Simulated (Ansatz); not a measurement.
# Ca: energy along a strain

Ca, Fm-3m, a = 5.588 Å (as given, not relaxed at this level: -0.6 GPa). Ansatz: PBE, PAW, 420 eV, Γ-centred 14×14×14 mesh on 1 atom, Gaussian smearing 0.15 eV; no spin polarisation. Cell vectors (Å): 0.000 2.794 2.794; 2.794 0.000 2.794; 2.794 2.794 0.000. The cell is strained by x per cent times the pattern (1 0 0 0 0 0) in the order xx yy zz yz xz xy (engineering shears), with fractional coordinates held. y is the free energy over the start, V0 = 43.632 Å³/atom.

| x (%) | y (meV/atom) |
| --- | --- |
| -4.00 | -1.47 |
| -3.00 | -1.96 |
| -2.00 | -1.88 |
| -1.00 | -1.22 |
| 0.00 | 0.00 |
| 1.00 | 1.78 |
| 2.00 | 4.12 |
| 3.00 | 7.01 |
| 3.50 | 8.65 |
| 4.00 | ? |

Problem. Fit y = c1 x + c2 x² + c3 x³ to the other rows, get the stiffness along the pattern, and predict the missing energy.

Solution. Least squares on the rows shown. y = 1.503 x + 0.2802 x² − 0.0009409 x³. The clamped-ion stiffness p·C·p = 2 × 2.802 eV × 160.2 / 43.632 Å³ = 21 GPa, which is C11 in these axes (second derivative at the start, which stands under stress). At x = 4.00 the fit asked for gives 10.43 meV/atom. The run gave 10.43 meV/atom, the same to the digits shown.